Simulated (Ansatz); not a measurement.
# Phases of Zn at 54 GPa

Structure types of Zn are relaxed in primitive cells with their symmetry kept at 54 GPa, first on PAW files, then by LAPW. The enthalpy is E + pV at zero temperature, without zero-point motion. Only the types listed were tried, and differences under about 5 meV/atom are mesh noise.

Computed with Ansatz 0.2.0; functional PBE, scalar-relativistic. Settings: Fermi–Dirac smearing of 0.05 eV, no spin polarisation. Methods: LAPW: all electrons, basis error target 0.5 meV/atom; PAW: frozen-core files, cutoff 420 eV.

k meshes: fcc 19×19×19, bcc 19×19×19, hcp 18×18×10, sc 17×17×17, beta tin 18×18×18, omega 9×9×13.

**Question.** Order the types by LAPW enthalpy, lowest first.
A. fcc
B. omega
C. beta tin
D. hcp
E. sc
F. bcc

**Answer.** D (0 meV/atom), A (51 meV/atom), F (143 meV/atom), B (194 meV/atom), C (618 meV/atom), E (843 meV/atom).

| start type | ends as | a, b, c (Å) | V (Å³/atom) | H − H(lowest), LAPW (meV/atom) | same, PAW |
| --- | --- | --- | --- | --- | --- |
| fcc | fcc, Fm-3m | 3.518, 3.518, 3.518 | 10.89 | 50.7 | 50.6 |
| bcc | bcc, Im-3m | 2.796, 2.796, 2.796 | 10.93 | 143.3 | 143.5 |
| hcp | hcp, P6_3/mmc | 2.477, 2.477, 4.075 | 10.83 | 0.0 | 0.0 |
| sc | sc, Pm-3m | 2.298, 2.298, 2.298 | 12.13 | 842.7 | 842.1 |
| beta tin | beta tin, I4_1/amd | 4.525, 4.525, 2.294 | 11.74 | 617.8 | 617.6 |
| omega | omega, P6/mmm | 3.984, 3.984, 2.412 | 11.05 | 193.6 | 193.4 |

**Question.** Split the lead of hcp over fcc into energy and pV.

**Answer.** For fcc less hcp: ΔE = +32.2 meV/atom, and p·ΔV = 54 GPa × +0.0549 Å³ × 6.242 meV/(GPa·Å³) = +18.5 meV/atom, together 50.7 meV/atom. hcp wins on both counts.
